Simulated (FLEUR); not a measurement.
# GaN (P6_3mc) in FLEUR: notebook

Runs on GaN. Level: r2SCAN. Tasks: band structure, equation of state.

All numbers are computed with FLEUR MaX-R8.1 (later development tree); they aren't measurements. Logs are shortened: lines on timing, memory, paths and dates and some standing lists are left out, and cuts for length are marked.

**What was measured.**

“Studying electronic properties in GaN without electrical contacts using γ-γ vs e−-γ Perturbed Angular Correlations”, 2019, pmc:6823545 quotes, for a bulk crystal of GaN: band gap 3.503 ± 0.005 eV (direct).

The results are compared with them further down.

## (1) Starting point

It takes space group P6_3mc (No. 186, hexagonal). The conventional cell has a = 3.180 Å, b = 3.180 Å, c = 5.166 Å, α = 90.00°, β = 90.00°, γ = 120.00°. Around Ga (site symmetry 3m) lie 4 N at 1.94 to 1.95 Å. N (site symmetry 3m) has 4 Ga at 1.94 to 1.95 Å as nearest neighbours.

## (2) Band structure, r2SCAN

inp.xml reads:

```xml
<?xml version="1.0" encoding="UTF-8" standalone="no"?>
<fleurInput fleurInputVersion="0.39">
   <comment>
      GaN                                                                                                 
   </comment>
   <calculationSetup>
      <cutoffs Kmax="5.1" Gmax="15.8" GmaxXC="15.8" numbands="0"/>
      <scfLoop itmax="60" minDistance="0.00001" maxIterBroyd="15" imix="Anderson" alpha="0.05" precondParam="0.0" spinf="2.0" sdNocoIR="T"/>
      <coreElectrons ctail="F" frcor="F" kcrel="0" coretail_lmax="0"/>
      <xcFunctional name="LibXC" relativisticCorrections="F">
         <LibXCName exchange="mgga_x_r2scan" correlation="mgga_c_r2scan"/>
         <AuxGGA exchange="117" correlation="130"/>
      </xcFunctional>
      <magnetism jspins="1"/>
      <soc l_soc="F" theta="0.0" phi="0.0" spav="F"/>
      <expertModes spex="0" secvar="F"/>
      <geometryOptimization l_f="F" forcealpha="1.0" forcemix="BFGS" epsdisp="0.00001" epsforce="0.00001"/>
      <ldaU l_linMix="F" mixParam="0.05" spinf="1.0"/>
   </calculationSetup>
   <cell>
      <bzIntegration valenceElectrons="52.0" mode="hist" fermiSmearingEnergy="0.00183747">
         <kPointListSelection listName="default-1"/>
         <!-- k-points included here -->
         <xi:include xmlns:xi="http://www.w3.org/2001/XInclude" href="kpts.xml"> </xi:include>
      </bzIntegration>
[... 36 lines left out ...]
         </electronConfig>
         <energyParameters s="2" p="2" d="3" f="4"/>
         <lo type="SCLO" l="0" n="2" eDeriv="2"/>
         <lo type="SCLO" l="1" n="2" eDeriv="2"/>
         <lo type="SCLO" l="2" n="3" eDeriv="2"/>
      </species>
   </atomSpecies>
   <atomGroups>
      <atomGroup species="Gallium (Ga)">
         <relPos label="                   1">-1.000/3.000 1.000/3.000 1.000/2.000</relPos>
         <relPos label="                   2">1.000/3.000 -1.000/3.000 .0000000000</relPos>
         <force calculate="T" relaxXYZ="TTT"/>
      </atomGroup>
      <atomGroup species="Nitrogen (N)">
         <relPos label="                   3">-1.000/3.000 1.000/3.000 -1.000/8.000</relPos>
         <relPos label="                   4">1.000/3.000 -1.000/3.000 3.000/8.000</relPos>
         <force calculate="T" relaxXYZ="TTT"/>
      </atomGroup>
   </atomGroups>
   <output dos="F" band="F" slice="F">
      <checks vchk="F" cdinf="F"/>
      <bandDOS minEnergy="-.5*Htr" maxEnergy="0.5*Htr" sigma="0.015" storeEVData="T"/>
      <vacuumDOS vacdos="F" integ="F" star="F" nstars="0" locx1="0.0" locy1="0.0" locx2="0.0" locy2="0.0" nstm="0" tworkf="0.0"/>
      <unfoldingBand unfoldBand="F" supercellX="1" supercellY="1" supercellZ="1"/>
      <plotting iplot="0" polar="F">
         <plot TwoD="T" vec1="  1.0  0.0  0.0" vec2="  0.0  1.0  0.0" vec3="  0.0  0.0  1.0" zero="  0.0  0.0  0.0" file="plot"/>
      </plotting>
      <chargeDensitySlicing numkpt="0" minEigenval="0.0" maxEigenval="0.0" nnne="0" pallst="F"/>
      <specialOutput eonly="F"/>
      <moessbauerParams electricFieldGradient="T" isomerShift="T" coreHyperfine="T" valenceHyperfine="T"/>
      <magneticCircularDichroism mcd="F" energyLo="-10.0" energyUp="0.0"/>
   </output>
  <!-- We include the file relax.xml here to enable relaxations (see documentation) -->
  <xi:include xmlns:xi="http://www.w3.org/2001/XInclude" href="relax.xml"> <xi:fallback/> </xi:include>
</fleurInput>
```

crystal.txt reads:

```
GaN
&input cartesian=F /
3.1800000000  0.0000000000  0.0000000000
-1.5900000000  2.7539607840  0.0000000000
0.0000000000  0.0000000000  5.1660000000
1.8897261246
1.0 1.0 1.0

4
31 0.6666666667  0.3333333333  0.5000000000
31 0.3333333333  0.6666666667  0.0000000000
7 0.6666666667  0.3333333333  0.8750000000
7 0.3333333333  0.6666666667  0.3750000000

&kpt div1=10 div2=10 div3=5 gamma=T /
```

inp.xml (bands) reads:

```
<?xml version="1.0" encoding="UTF-8" standalone="no"?>
<fleurInput fleurInputVersion="0.39">
   <comment>
      GaN                                                                                                 
   </comment>
   <calculationSetup>
      <cutoffs Kmax="5.1" Gmax="15.8" GmaxXC="15.8" numbands="0"/>
      <scfLoop itmax="60" minDistance="0.00001" maxIterBroyd="15" imix="Anderson" alpha="0.05" precondParam="0.0" spinf="2.0" sdNocoIR="T"/>
      <coreElectrons ctail="F" frcor="F" kcrel="0" coretail_lmax="0"/>
      <xcFunctional name="LibXC" relativisticCorrections="F">
         <LibXCName exchange="mgga_x_r2scan" correlation="mgga_c_r2scan"/>
         <AuxGGA exchange="117" correlation="130"/>
      </xcFunctional>
      <magnetism jspins="1"/>
      <soc l_soc="F" theta="0.0" phi="0.0" spav="F"/>
      <expertModes spex="0" secvar="F"/>
      <geometryOptimization l_f="F" forcealpha="1.0" forcemix="BFGS" epsdisp="0.00001" epsforce="0.00001"/>
      <ldaU l_linMix="F" mixParam="0.05" spinf="1.0"/>
   </calculationSetup>
   <cell>
      <bzIntegration valenceElectrons="52.0" mode="hist" fermiSmearingEnergy="0.00183747">
         <kPointListSelection listName="path-1"/>
         <!-- k-points included here -->
         <xi:include xmlns:xi="http://www.w3.org/2001/XInclude" href="kpts.xml"> </xi:include>
      </bzIntegration>
[... 37 lines left out ...]
         <energyParameters s="2" p="2" d="3" f="4"/>
         <lo type="SCLO" l="0" n="2" eDeriv="2"/>
         <lo type="SCLO" l="1" n="2" eDeriv="2"/>
         <lo type="SCLO" l="2" n="3" eDeriv="2"/>
      </species>
   </atomSpecies>
   <atomGroups>
      <atomGroup species="Gallium (Ga)">
         <relPos label="                   1">-1.000/3.000 1.000/3.000 1.000/2.000</relPos>
         <relPos label="                   2">1.000/3.000 -1.000/3.000 .0000000000</relPos>
         <force calculate="T" relaxXYZ="TTT"/>
      </atomGroup>
      <atomGroup species="Nitrogen (N)">
         <relPos label="                   3">-1.000/3.000 1.000/3.000 -1.000/8.000</relPos>
         <relPos label="                   4">1.000/3.000 -1.000/3.000 3.000/8.000</relPos>
         <force calculate="T" relaxXYZ="TTT"/>
      </atomGroup>
   </atomGroups>
   <output dos="F" band="T" slice="F">
      <checks vchk="F" cdinf="F"/>
      <bandDOS minEnergy="-.5*Htr" maxEnergy="0.5*Htr" sigma="0.015" storeEVData="T"/>
      <vacuumDOS vacdos="F" integ="F" star="F" nstars="0" locx1="0.0" locy1="0.0" locx2="0.0" locy2="0.0" nstm="0" tworkf="0.0"/>
      <unfoldingBand unfoldBand="F" supercellX="1" supercellY="1" supercellZ="1"/>
      <plotting iplot="0" polar="F">
         <plot TwoD="T" vec1="  1.0  0.0  0.0" vec2="  0.0  1.0  0.0" vec3="  0.0  0.0  1.0" zero="  0.0  0.0  0.0" file="plot"/>
      </plotting>
      <chargeDensitySlicing numkpt="0" minEigenval="0.0" maxEigenval="0.0" nnne="0" pallst="F"/>
      <specialOutput eonly="F"/>
      <moessbauerParams electricFieldGradient="T" isomerShift="T" coreHyperfine="T" valenceHyperfine="T"/>
      <magneticCircularDichroism mcd="F" energyLo="-10.0" energyUp="0.0"/>
   </output>
  <!-- We include the file relax.xml here to enable relaxations (see documentation) -->
  <xi:include xmlns:xi="http://www.w3.org/2001/XInclude" href="relax.xml"> <xi:fallback/> </xi:include>
</fleurInput>
```

Potentials or basis: all-electron, FLAPW.

Command:

```sh
inpgen -f crystal.txt -profile fastHighL
# inp.xml edited to the form shown
fleur_MPI
fleur_MPI   # second run, on inp.xml (bands)
```

Standard output:

```text
Welcome to FLEUR        (www.flapw.de)
      MaX-Release 8.1          (www.max-centre.eu)
 func_ids         498         497         498         497
 MetaGGA potential functional detected - V_tau will be computed
 Auxiliary Potential for radial basis: exchange=         117  correlation=         130
The functional 'Re-regularized SCAN exchange by Furness et al' is an exchange functional, it belongs to the 'MGGA' family and is defined in the reference(s):
[1] J. W. Furness, A. D. Kaplan, J. Ning, J. P. Perdew, and J. Sun.,  J. Phys. Chem. Lett. 11, 8208-8215 (2020)
[2] J. W. Furness, A. D. Kaplan, J. Ning, J. P. Perdew, and J. Sun.,  J. Phys. Chem. Lett. 11, 9248-9248 (2020)
The functional 'Re-regularized SCAN correlation by Furness et al' is a correlation functional, it belongs to the 'MGGA' family and is defined in the reference(s):
[1] J. W. Furness, A. D. Kaplan, J. Ning, J. P. Perdew, and J. Sun.,  J. Phys. Chem. Lett. 11, 8208-8215 (2020)
[2] J. W. Furness, A. D. Kaplan, J. Ning, J. P. Perdew, and J. Sun.,  J. Phys. Chem. Lett. 11, 9248-9248 (2020)
 Using same functional for VXC and EXC

 ========== k-point set info ==========
 Selected k-point list: default-1
 k-point list type: mesh
 10 x 10 x 5
 Number of k points: 42

 ------------Calculation Setup---------------------------
 Number of MPI-tasks      :            1
 Number of PE/node        :            1
 Number of OMP-threads    :            1
 Most efficient MPI parallelization for:
           1           2           3           6           7          14          21          42
 Additional eigenvalue parallelization possible
 Number of basis functions:          866
 Approximate size of matrices (H+S) per k-point:         0.022 GB
 --------------------------------------------------------
The functional 'Hammer, Hansen, and Norskov' is an exchange functional, it belongs to the 'GGA' family and is defined in the reference(s):
[1] B. Hammer, L. B. Hansen, and J. K. Nørskov.,  Phys. Rev. B 59, 7413 (1999)
The functional 'Perdew, Burke & Ernzerhof' is a correlation functional, it belongs to the 'GGA' family and is defined in the reference(s):
[1] J. P. Perdew, K. Burke, and M. Ernzerhof.,  Phys. Rev. Lett. 77, 3865 (1996)
[2] J. P. Perdew, K. Burke, and M. Ernzerhof.,  Phys. Rev. Lett. 78, 1396 (1997)
 Using same functional for VXC and EXC
 Using auxiliary GGA potential for the first iteration of MetaGGA calculation.
 Reset of history
 Reset of history
 Iteration:     1   Distance:      30.55931572 me/bohr^3
The functional 'Hammer, Hansen, and Norskov' is an exchange functional, it belongs to the 'GGA' family and is defined in the reference(s):
[1] B. Hammer, L. B. Hansen, and J. K. Nørskov.,  Phys. Rev. B 59, 7413 (1999)
The functional 'Perdew, Burke & Ernzerhof' is a correlation functional, it belongs to the 'GGA' family and is defined in the reference(s):
[1] J. P. Perdew, K. Burke, and M. Ernzerhof.,  Phys. Rev. Lett. 77, 3865 (1996)
[2] J. P. Perdew, K. Burke, and M. Ernzerhof.,  Phys. Rev. Lett. 78, 1396 (1997)
 Using same functional for VXC and EXC
 Iteration:     2   Distance:      26.29160942 me/bohr^3
The functional 'Hammer, Hansen, and Norskov' is an exchange functional, it belongs to the 'GGA' family and is defined in the reference(s):
[1] B. Hammer, L. B. Hansen, and J. K. Nørskov.,  Phys. Rev. B 59, 7413 (1999)
The functional 'Perdew, Burke & Ernzerhof' is a correlation functional, it belongs to the 'GGA' family and is defined in the reference(s):
[1] J. P. Perdew, K. Burke, and M. Ernzerhof.,  Phys. Rev. Lett. 77, 3865 (1996)
[2] J. P. Perdew, K. Burke, and M. Ernzerhof.,  Phys. Rev. Lett. 78, 1396 (1997)
 Using same functional for VXC and EXC
 Iteration:     3   Distance:      23.77839203 me/bohr^3
The functional 'Hammer, Hansen, and Norskov' is an exchange functional, it belongs to the 'GGA' family and is defined in the reference(s):
[1] B. Hammer, L. B. Hansen, and J. K. Nørskov.,  Phys. Rev. B 59, 7413 (1999)
The functional 'Perdew, Burke & Ernzerhof' is a correlation functional, it belongs to the 'GGA' family and is defined in the reference(s):
[1] J. P. Perdew, K. Burke, and M. Ernzerhof.,  Phys. Rev. Lett. 77, 3865 (1996)
[2] J. P. Perdew, K. Burke, and M. Ernzerhof.,  Phys. Rev. Lett. 78, 1396 (1997)
 Using same functional for VXC and EXC
 Iteration:     4   Distance:      11.90348251 me/bohr^3
The functional 'Hammer, Hansen, and Norskov' is an exchange functional, it belongs to the 'GGA' family and is defined in the reference(s):
[1] B. Hammer, L. B. Hansen, and J. K. Nørskov.,  Phys. Rev. B 59, 7413 (1999)
The functional 'Perdew, Burke & Ernzerhof' is a correlation functional, it belongs to the 'GGA' family and is defined in the reference(s):
[1] J. P. Perdew, K. Burke, and M. Ernzerhof.,  Phys. Rev. Lett. 77, 3865 (1996)
[2] J. P. Perdew, K. Burke, and M. Ernzerhof.,  Phys. Rev. Lett. 78, 1396 (1997)
 Using same functional for VXC and EXC
 Iteration:     5   Distance:       4.84594484 me/bohr^3
The functional 'Hammer, Hansen, and Norskov' is an exchange functional, it belongs to the 'GGA' family and is defined in the reference(s):
[1] B. Hammer, L. B. Hansen, and J. K. Nørskov.,  Phys. Rev. B 59, 7413 (1999)
The functional 'Perdew, Burke & Ernzerhof' is a correlation functional, it belongs to the 'GGA' family and is defined in the reference(s):
[1] J. P. Perdew, K. Burke, and M. Ernzerhof.,  Phys. Rev. Lett. 77, 3865 (1996)
[2] J. P. Perdew, K. Burke, and M. Ernzerhof.,  Phys. Rev. Lett. 78, 1396 (1997)
 Using same functional for VXC and EXC
 Iteration:     6   Distance:       3.31401318 me/bohr^3
The functional 'Hammer, Hansen, and Norskov' is an exchange functional, it belongs to the 'GGA' family and is defined in the reference(s):
[1] B. Hammer, L. B. Hansen, and J. K. Nørskov.,  Phys. Rev. B 59, 7413 (1999)
The functional 'Perdew, Burke & Ernzerhof' is a correlation functional, it belongs to the 'GGA' family and is defined in the reference(s):
[1] J. P. Perdew, K. Burke, and M. Ernzerhof.,  Phys. Rev. Lett. 77, 3865 (1996)
[2] J. P. Perdew, K. Burke, and M. Ernzerhof.,  Phys. Rev. Lett. 78, 1396 (1997)
 Using same functional for VXC and EXC
[... 33 lines left out ...]
[2] J. P. Perdew, K. Burke, and M. Ernzerhof.,  Phys. Rev. Lett. 78, 1396 (1997)
 Using same functional for VXC and EXC
 Iteration:    12   Distance:       0.00381531 me/bohr^3
The functional 'Hammer, Hansen, and Norskov' is an exchange functional, it belongs to the 'GGA' family and is defined in the reference(s):
[1] B. Hammer, L. B. Hansen, and J. K. Nørskov.,  Phys. Rev. B 59, 7413 (1999)
The functional 'Perdew, Burke & Ernzerhof' is a correlation functional, it belongs to the 'GGA' family and is defined in the reference(s):
[1] J. P. Perdew, K. Burke, and M. Ernzerhof.,  Phys. Rev. Lett. 77, 3865 (1996)
[2] J. P. Perdew, K. Burke, and M. Ernzerhof.,  Phys. Rev. Lett. 78, 1396 (1997)
 Using same functional for VXC and EXC
 Iteration:    13   Distance:       0.00068409 me/bohr^3
The functional 'Hammer, Hansen, and Norskov' is an exchange functional, it belongs to the 'GGA' family and is defined in the reference(s):
[1] B. Hammer, L. B. Hansen, and J. K. Nørskov.,  Phys. Rev. B 59, 7413 (1999)
The functional 'Perdew, Burke & Ernzerhof' is a correlation functional, it belongs to the 'GGA' family and is defined in the reference(s):
[1] J. P. Perdew, K. Burke, and M. Ernzerhof.,  Phys. Rev. Lett. 77, 3865 (1996)
[2] J. P. Perdew, K. Burke, and M. Ernzerhof.,  Phys. Rev. Lett. 78, 1396 (1997)
 Using same functional for VXC and EXC
 Iteration:    14   Distance:       0.00022085 me/bohr^3
The functional 'Hammer, Hansen, and Norskov' is an exchange functional, it belongs to the 'GGA' family and is defined in the reference(s):
[1] B. Hammer, L. B. Hansen, and J. K. Nørskov.,  Phys. Rev. B 59, 7413 (1999)
The functional 'Perdew, Burke & Ernzerhof' is a correlation functional, it belongs to the 'GGA' family and is defined in the reference(s):
[1] J. P. Perdew, K. Burke, and M. Ernzerhof.,  Phys. Rev. Lett. 77, 3865 (1996)
[2] J. P. Perdew, K. Burke, and M. Ernzerhof.,  Phys. Rev. Lett. 78, 1396 (1997)
 Using same functional for VXC and EXC
 Iteration:    15   Distance:       0.00007911 me/bohr^3
The functional 'Hammer, Hansen, and Norskov' is an exchange functional, it belongs to the 'GGA' family and is defined in the reference(s):
[1] B. Hammer, L. B. Hansen, and J. K. Nørskov.,  Phys. Rev. B 59, 7413 (1999)
The functional 'Perdew, Burke & Ernzerhof' is a correlation functional, it belongs to the 'GGA' family and is defined in the reference(s):
[1] J. P. Perdew, K. Burke, and M. Ernzerhof.,  Phys. Rev. Lett. 77, 3865 (1996)
[2] J. P. Perdew, K. Burke, and M. Ernzerhof.,  Phys. Rev. Lett. 78, 1396 (1997)
 Using same functional for VXC and EXC
 Iteration:    16   Distance:       0.00000793 me/bohr^3

 ********************************************************************
 Run finished successfully
 Stop message:
   all done
 ********************************************************************
```

Run time: 6.5 min. Hardware: 1 thread of Arm Neoverse V1, shared host; peak memory 0.11 GiB.

What came out:

```
Free energy                                           : -108798.1038 eV
Band gap on the k mesh                                : 2.41 eV, direct
Band gap along the path                               : 2.41 eV, direct
Valence electrons inside the program's atomic spheres : Ga 18.67; N 3.57 (radii Ga 1.92, N 1.47 bohr)
```

Levels at the corners of the path, in eV from the valence-band top:
| point | band 23 | band 24 | band 25 | band 26 | band 27 | band 28 | band 29 | band 30 |
| --- | --- | --- | --- | --- | --- | --- | --- | --- |
| Γ | -1.09 | -0.07 | 0.00 | 0.00 | 2.41 | 4.87 | 10.01 | 10.61 |
| M | -4.36 | -2.86 | -2.30 | -1.02 | 5.60 | 6.17 | 6.58 | 9.43 |
| K | -5.41 | -3.11 | -3.11 | -2.78 | 5.56 | 8.61 | 8.61 | 9.07 |
| Γ | -1.09 | -0.07 | 0.00 | 0.00 | 2.41 | 4.87 | 10.01 | 10.61 |
| A | -0.56 | -0.56 | -0.56 | -0.56 | 4.82 | 4.82 | 9.25 | 9.25 |
| L | -2.01 | -2.01 | -1.98 | -1.98 | 4.92 | 4.92 | 8.50 | 8.50 |
| H | -4.31 | -4.31 | -1.56 | -1.56 | 7.10 | 7.10 | 7.87 | 7.87 |
| A | -0.56 | -0.56 | -0.56 | -0.56 | 4.82 | 4.82 | 9.25 | 9.25 |
| L | -2.01 | -2.01 | -1.98 | -1.98 | 4.92 | 4.92 | 8.50 | 8.50 |
| M | -4.36 | -2.86 | -2.30 | -1.02 | 5.60 | 6.17 | 6.58 | 9.43 |
| K | -5.41 | -3.11 | -3.11 | -2.78 | 5.56 | 8.61 | 8.61 | 9.07 |
| H | -4.31 | -4.31 | -1.56 | -1.56 | 7.10 | 7.10 | 7.87 | 7.87 |

Core levels (eV from the Fermi level):
| atom | levels |
| --- | --- |
| 1 Ga | 1s1/2 -10221.4, 2s1/2 -1255.1, 2p1/2 -1109.9, 2p3/2 -1082.3 |
| 2 Ga | 1s1/2 -10221.4, 2s1/2 -1255.1, 2p1/2 -1109.9, 2p3/2 -1082.3 |
| 3 N | 1s1/2 -375.1 |
| 4 N | 1s1/2 -375.1 |

Caveat: the meta-GGA is that of a development version, with a GGA for the radial functions and cores and without core tails.

## (3) Equation of state, r2SCAN, 10.63 Å³/atom (volume scaled by 0.94)

Changes to inp.xml since step 2:

```diff
@@ -6,3 +6,3 @@
    <calculationSetup>
-      <cutoffs Kmax="5.1" Gmax="15.8" GmaxXC="15.8" numbands="0"/>
+      <cutoffs Kmax="5.27" Gmax="16.3" GmaxXC="16.3" numbands="0"/>
       <scfLoop itmax="60" minDistance="0.00001" maxIterBroyd="15" imix="Anderson" alpha="0.05" precondParam="0.0" spinf="2.0" sdNocoIR="T"/>
@@ -27,3 +27,3 @@
       <xi:include xmlns:xi="http://www.w3.org/2001/XInclude" href="sym.xml"> </xi:include>
-      <bulkLattice scale="1.0">
+      <bulkLattice scale="0.9795861087">
          <bravaisMatrix>
@@ -37,3 +37,3 @@
       <species name="Gallium (Ga)" element="Ga" atomicNumber="31">
-         <mtSphere radius="1.92" gridPoints="635" logIncrement="0.019"/>
+         <mtSphere radius="1.86" gridPoints="635" logIncrement="0.019"/>
          <atomicCutoffs lmax="8" lnonsphr="6"/>
@@ -54,3 +54,3 @@
       <species name="Nitrogen (N)" element="N" atomicNumber="7">
-         <mtSphere radius="1.47" gridPoints="487" logIncrement="0.021"/>
+         <mtSphere radius="1.42" gridPoints="487" logIncrement="0.021"/>
          <atomicCutoffs lmax="8" lnonsphr="6"/>
```

Potentials or basis: all-electron, FLAPW.

Command:

```sh
inpgen -f crystal.txt -profile fastHighL
# inp.xml edited to the form shown
fleur_MPI
```

It took 7 min on 1 thread of Arm Neoverse V1, shared host; peak memory 0.11 GiB.

Results (log left out):

* Free energy: -108797.9673 eV
* Band gap on the k mesh: 2.84 eV, direct
* Valence electrons inside the program's atomic spheres: Ga 18.56; N 3.43 (radii Ga 1.86, N 1.42 bohr)

Caveat: the meta-GGA is that of a development version, with a GGA for the radial functions and cores and without core tails.

## (4) Equation of state, r2SCAN, 10.86 Å³/atom (volume scaled by 0.96)

Changes to inp.xml since step 3:

```diff
@@ -27,3 +27,3 @@
       <xi:include xmlns:xi="http://www.w3.org/2001/XInclude" href="sym.xml"> </xi:include>
-      <bulkLattice scale="0.9795861087">
+      <bulkLattice scale="0.9864848297">
          <bravaisMatrix>
```

Command:

```sh
inpgen -f crystal.txt -profile fastHighL
# inp.xml edited to the form shown
fleur_MPI
```

Run time: 8.8 min. Hardware: 1 thread of Arm Neoverse V1, shared host; peak memory 0.11 GiB.

The run converged. Its results:

| Property | Result |
| --- | --- |
| Free energy | -108798.0388 eV |
| Band gap on the k mesh | 2.70 eV, direct |
| Valence electrons inside the program's atomic spheres | Ga 18.55; N 3.42 (radii Ga 1.86, N 1.42 bohr) |

Caveat: the meta-GGA is that of a development version, with a GGA for the radial functions and cores and without core tails.

(Continued in part 2 of 2.)
